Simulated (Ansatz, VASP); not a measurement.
**BeSe in VASP and in Ansatz**

```
Se Be
1.0
     0.00000    2.51799    2.51799
     2.51799    0.00000    2.51799
     2.51799    2.51799    0.00000
Se Be
1 1
Cartesian
  3.7770 3.7770 3.7770
  0.0000 0.0000 0.0000
```

Change from the starting cell: volume scaled by 0.98.

Alike in both runs: task single point; functional PBE; k mesh 9 × 9 × 9; occupations fermi-dirac, width 0.05 eV; no spin polarisation.

|  | VASP | Ansatz |
| --- | --- | --- |
| version | VASP 6.6.1 | Ansatz 0.2.0 |
| potentials or method | VASP PAW PBE potentials, release 64 (Se, Be) | Ansatz PAW |
| plane-wave cutoff (eV) | 520 | 420 |
| valence electrons in the cell | 8 | 18 |

```tsv
	VASP	Ansatz	Ansatz less VASP
gap on the k mesh at the Fermi level (eV)	2.56	2.57	+0.014
least direct gap on the mesh (eV)	4.85	4.85	+0.001
pressure (GPa)	7.6	7.4	-0.25
```

The functional is the same, so the differences come from potentials, cutoffs and numerics. The two sets of potentials don't hold the same shells in valence.

Caveats: an odd mesh through Γ misses points on the zone boundary, where band edges often lie (VASP); odd divisions of the mesh miss points on the zone boundary, where band edges often lie, so the gap on the mesh can be too wide (Ansatz).
